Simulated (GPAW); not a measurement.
Runs of GPAW 26.7.0 on PtSe2 (Sudovikovite). It takes space group P-3m1 (No. 164, trigonal). The conventional cell has a = 3.724 Å, b = 3.724 Å, c = 5.062 Å, α = 90.00°, β = 90.00°, γ = 120.00°. Pt (site symmetry -3m) has 6 Se at 2.49 Å as nearest neighbours. Se (site symmetry 3m) has 3 Pt at 2.49 Å as nearest neighbours. 

```csv
level,gap on the mesh (eV),pressure (GPa),relaxed volume (Å³/atom),largest force (eV/Å)
PBEsol+D3(BJ)+ATM,none,0.0,18.91,-
PBEsol+D3,none,0.1,18.76,0.01
PBEsol+D3(BJ),none,0.0,(a),-
PBEsol+D4,none,0.0,(b),-
PBEsol,none,0.1,19.83,0.02
```

Alike in all rows: task relaxation of cell and atoms; potentials or basis PAW data sets generated in the run's folder for this functional, pw; no spin polarisation; cell relaxed; k mesh 7 × 7 × 5; cutoff (eV) 600; smearing fermi-dirac 0.05 eV.

Task: Estimate the missing entries.

Result: (a) 18.75; (b) 19.11.

Caveats: later steps reuse the first step's grids; pairwise dispersion overbinds metals, which lowers pressure and volume (some runs).

A k mesh can miss the band edges, and the runs leave out spin-orbit coupling on Pt, Se.

A gap of «none» marks a metal or a gap under the smearing width.

Runs at the PBE level aren't shown here.
